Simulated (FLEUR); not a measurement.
The system is CuO.

```xyz
4
Lattice="2.8795 0.0000 0.0000 0.0391 2.8793 0.0000 0.0175 0.0172 5.1763" Properties=species:S:1:pos:R:3 pbc="T T T"
Cu    0.0195    1.4396    0.0000
Cu    1.4485    0.0086    2.5882
O     2.8881    0.0177    3.8817
O     0.0479    2.8788    1.2947
```

The cell comes from a database or a generator and needn't be the stable form of this composition.

Program: FLEUR MaX-R8.1 (later development tree). Alike in all runs: task single point; level PBE; potentials or basis all-electron, FLAPW; no spin polarisation; cell as given; k mesh 9 × 9 × 5; smearing fermi-dirac 0.05 eV. Hardware: 1 thread of Arm Neoverse V2, on a shared host.

Order these runs on this cell by their wall time, lowest first.
A. inpgen profile fast; gmax 20 1/bohr; lmax Cu 5, O 4; lnonsphr Cu 3, O 3; kmax 4 1/bohr
B. inpgen profile moderate; gmax 22.5 1/bohr; lmax Cu 7, O 6; lnonsphr Cu 5, O 4; kmax 4.5 1/bohr
C. inpgen profile precise; gmax 25 1/bohr; lmax Cu 10, O 7; lnonsphr Cu 8, O 5; kmax 5 1/bohr

A (190 s), B (400 s), C (970 s).

Caveats: the run has no spin polarisation, though such a crystal can be magnetic; the plane-wave cutoff is short for the small spheres of the light atoms, so energies, forces and moduli aren't converged (some runs).
